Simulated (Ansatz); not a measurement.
## InP: stationary points along a deformation path

Computed with DFT r2SCAN, scalar-relativistic, plane waves, PAW (Ansatz). The runs took a 500 eV cutoff, a Γ-centred 10×10×10 mesh and Gaussian smearing (0.05 eV). No spin polarisation. Energies are free energies at this smearing, counted from the undisturbed cell; pressure is positive in compression.

The undisturbed cell (as given, not relaxed at this level; it stands at 1.7 GPa):

```xyz
2
Lattice="0.0000 2.9305 2.9305 2.9305 0.0000 2.9305 2.9305 2.9305 0.0000" Properties=species:S:1:pos:R:3 pbc="T T T"
In    0.0000    0.0000    0.0000
P     4.3957    4.3957    4.3957
```

At fixed volume and fractional coordinates, lengths along (0.000, 0.000, 1.000) are scaled against those across it; ρ is that ratio over its starting value. V = 25.167 Å³/atom. Δσ is the stress along the axis less the mean stress across it (compression positive).

```
    ρ  ΔE (meV/atom)  Δσ (GPa) space group
0.650          254.1      9.31        I-4m2
0.707          176.3      8.17        I-4m2
0.780          100.4      6.58        I-4m2
0.850           48.0      5.01        I-4m2
0.920           14.1      3.04        I-4m2
0.960            3.6      1.63        I-4m2
1.000            0.0      0.00        F-43m
1.050            5.8     -2.36        I-4m2
1.100           23.8     -5.06        I-4m2
1.200           97.2    -11.31        I-4m2
1.300          220.3    -18.17        I-4m2
1.414          408.3    -24.38        I-4m2
1.500          556.6    -22.54        I-4m2
```

Problem. How does the stress give the slope of the energy, and where is the energy stationary?

Solution. Along the path d ln(length) is 2/3 d ln ρ on the axis and −1/3 d ln ρ across it, so dE/d ln ρ = −(2/3) V Δσ: the energy falls with ρ where Δσ is positive. Δσ vanishes or changes sign at ρ = 1.000 (F-43m), a minimum at 0.0 meV/atom. Pairs of stationary points between two samples would go unseen, and could change a minimum read from distant neighbours into a maximum. At ρ = 1.000 the cell is cubic, where symmetry alone makes the stress isotropic and the slope zero.

Problem. Which shear constant sets the curvature at ρ = 1?

Solution. For a cubic crystal E/V = (2/3) C (ln ρ)² with C = C′ = (C11 − C12)/2, so Δσ = −2C ln ρ. The parabola of Δσ against ln ρ through ρ = 0.960, 1 and 1.050 gives C ≈ 22 GPa with the ions clamped, rough because the steps are large. It is the stress–strain coefficient at this cell's pressure of 1.7 GPa, not the zero-pressure constant.

Problem. Integrate that slope from ρ = 1 to 1.200 by the trapezoid rule.

Solution. With V/N in Å³ and 1 eV/Å³ = 160.2 GPa the slopes at ρ = 1.000, 1.050, 1.100, 1.200 are 0, 248, 530, 1184 meV/atom per unit of ln ρ. The steps add 6.0 + 18.1 + 74.6 = 98.7 meV/atom, against 97.2 from the energies; the trapezoid rule misses the curvature of the slope within each step.

The gap closes along the scan, which can put kinks into the curve.